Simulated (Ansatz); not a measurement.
## Two inputs for SiC

This input was run with Ansatz:

```yaml
crystal:
  lattice:
    - [3.0764846774, 0.0, 0.0]
    - [-1.5382423387, 2.664313885, 0.0]
    - [0.0, 0.0, 40.2676834]
  atoms:
    - { symbol: Si, position: [0.3333333333, 0.6666666667, 0.81251166] }
    - { symbol: Si, position: [0.3333333333, 0.6666666667, 0.56248732] }
    - { symbol: Si, position: [0.0, 0.0, 0.37502844] }
    - { symbol: Si, position: [0.6666666667, 0.3333333333, 0.93744337] }
    - { symbol: Si, position: [0.6666666667, 0.3333333333, 0.06248732] }
    - { symbol: Si, position: [0.0, 0.0, 0.24998077] }
    - { symbol: Si, position: [0.0, 0.0, 0.87502844] }
    - { symbol: Si, position: [0.6666666667, 0.3333333333, 0.68746462] }
    - { symbol: Si, position: [0.6666666667, 0.3333333333, 0.49997315] }
    - { symbol: Si, position: [0.3333333333, 0.6666666667, 0.43744337] }
    - { symbol: Si, position: [0.3333333333, 0.6666666667, 0.99997315] }
    - { symbol: Si, position: [0.0, 0.0, 0.74998077] }
    - { symbol: Si, position: [0.6666666667, 0.3333333333, 0.31251166] }
    - { symbol: Si, position: [0.0, 0.0, 0.62491553] }
    - { symbol: Si, position: [0.3333333333, 0.6666666667, 0.18746462] }
    - { symbol: Si, position: [0.0, 0.0, 0.12491553] }
    - { symbol: C, position: [0.0, 0.0, 0.17178814] }
    - { symbol: C, position: [0.3333333333, 0.6666666667, 0.48430688] }
    - { symbol: C, position: [0.6666666667, 0.3333333333, 0.35952155] }
    - { symbol: C, position: [0.3333333333, 0.6666666667, 0.0469775] }
    - { symbol: C, position: [0.6666666667, 0.3333333333, 0.5469775] }
    - { symbol: C, position: [0.0, 0.0, 0.92189534] }
    - { symbol: C, position: [0.3333333333, 0.6666666667, 0.60935718] }
    - { symbol: C, position: [0.6666666667, 0.3333333333, 0.73447507] }
    - { symbol: C, position: [0.0, 0.0, 0.42189534] }
    - { symbol: C, position: [0.6666666667, 0.3333333333, 0.98430688] }
    - { symbol: C, position: [0.0, 0.0, 0.79683349] }
    - { symbol: C, position: [0.6666666667, 0.3333333333, 0.10935718] }
    - { symbol: C, position: [0.3333333333, 0.6666666667, 0.85952155] }
    - { symbol: C, position: [0.0, 0.0, 0.29683349] }
    - { symbol: C, position: [0.0, 0.0, 0.67178814] }
    - { symbol: C, position: [0.3333333333, 0.6666666667, 0.23447507] }
kpoints:
  mp_grid: { grid: [10, 10, 1] }
scf:
  occupations: { method: tetrahedron }
  initial_density: { chi_scale: 0.1 }
hamiltonian:
  xc: pbe
  pseudopotentials: { kind: paw }
output:
  forces: true
  stress: true
  populations: true
  efg: { contact_densities: true }
```

It converged. Of its output the block on the nuclei alone is shown, without the SCF iterations, energies, forces and stress (one atom of each set, the first 14 sets):

```
--- PAW observables at the nuclei: V_zz in 10²¹ V/m², potentials from the cell's mean, atoms counted from 1 ---
  atom   1  Si V_zz =    -0.054881   η = 0.0000   by run symmetry: allowed
            electrostatic potential = -1362.190040 V   contact ρ = 12806.973377 e/Å³
  atom   2  Si V_zz =    +0.266211   η = 0.0000   by run symmetry: allowed
            electrostatic potential = -1362.235212 V   contact ρ = 12807.005645 e/Å³
  atom   3  Si V_zz =    +0.259679   η = 0.0000   by run symmetry: allowed
            electrostatic potential = -1362.250470 V   contact ρ = 12807.008542 e/Å³
  atom   4  Si V_zz =    +0.219076   η = 0.0000   by run symmetry: allowed
            electrostatic potential = -1362.236632 V   contact ρ = 12806.939359 e/Å³
  atom   6  Si V_zz =    +0.305002   η = 0.0000   by run symmetry: allowed
            electrostatic potential = -1362.212828 V   contact ρ = 12807.003108 e/Å³
  atom   8  Si V_zz =    -0.043219   η = 0.0000   by run symmetry: allowed
            electrostatic potential = -1362.161747 V   contact ρ = 12806.976214 e/Å³
  atom   9  Si V_zz =    -0.050367   η = 0.0000   by run symmetry: allowed
            electrostatic potential = -1362.179145 V   contact ρ = 12806.975604 e/Å³
  atom  14  Si V_zz =    +0.221253   η = 0.0000   by run symmetry: allowed
            electrostatic potential = -1362.220704 V   contact ρ = 12806.941570 e/Å³
  atom  17  C  V_zz =    +0.052475   η = 0.0000   by run symmetry: allowed
            electrostatic potential = -418.658966 V   contact ρ = 866.908377 e/Å³
  atom  18  C  V_zz =    +0.050614   η = 0.0000   by run symmetry: allowed
            electrostatic potential = -418.674942 V   contact ρ = 866.907758 e/Å³
  atom  19  C  V_zz =    +0.199505   η = 0.0000   by run symmetry: allowed
            electrostatic potential = -418.765845 V   contact ρ = 866.906020 e/Å³
  atom  20  C  V_zz =    +0.197799   η = 0.0000   by run symmetry: allowed
            electrostatic potential = -418.752624 V   contact ρ = 866.909165 e/Å³
  atom  22  C  V_zz =    +0.013971   η = 0.0000   by run symmetry: allowed
            electrostatic potential = -418.743045 V   contact ρ = 866.892767 e/Å³
  atom  23  C  V_zz =    +0.017913   η = 0.0000   by run symmetry: allowed
            electrostatic potential = -418.727009 V   contact ρ = 866.893172 e/Å³
```

Problem. Can these gradients be trusted, and how do they compare with a run on standard settings?

Solution. They agree with the standard run. Against the standard input the change is `scf.occupations.width`: 0.02 → not typed; `scf.occupations.method`: fermi_dirac → tetrahedron; `scf.initial_density.chi_scale`: not typed → 0.1. A site carries the number of its first atom; V_zz in 10²¹ V/m².

| site | V_zz standard | η standard | V_zz here | η here |
| --- | --- | --- | --- | --- |
| Si1 | -0.055 | 0.00 | -0.055 | 0.00 |
| Si2 | 0.27 | 0.00 | 0.27 | 0.00 |
| Si3 | 0.26 | 0.00 | 0.26 | 0.00 |
| Si4 | 0.22 | 0.00 | 0.22 | 0.00 |
| Si6 | 0.31 | 0.00 | 0.31 | 0.00 |
| Si8 | -0.043 | 0.00 | -0.043 | 0.00 |
| Si9 | -0.051 | 0.00 | -0.050 | 0.00 |
| Si14 | 0.22 | 0.00 | 0.22 | 0.00 |
| C17 | 0.053 | 0.00 | 0.052 | 0.00 |
| C18 | 0.051 | 0.00 | 0.051 | 0.00 |
| C19 | 0.20 | 0.00 | 0.20 | 0.00 |
| C20 | 0.20 | 0.00 | 0.20 | 0.00 |

No V_zz moves by more than 0.01. The table leaves out 4 of the 16 sites, with |V_zz| up to 0.21; their tensors move by 0.01 at most along any direction. The statements above cover all sites. The gap of 2.0 eV is far wider than the smearing, so the levels stay full or empty whatever the smearing's form; with a small gap this would fail. SCF iterations: 6 and 9. New warnings: band table not solved further, tetrahedron derivatives may miss energy slope.
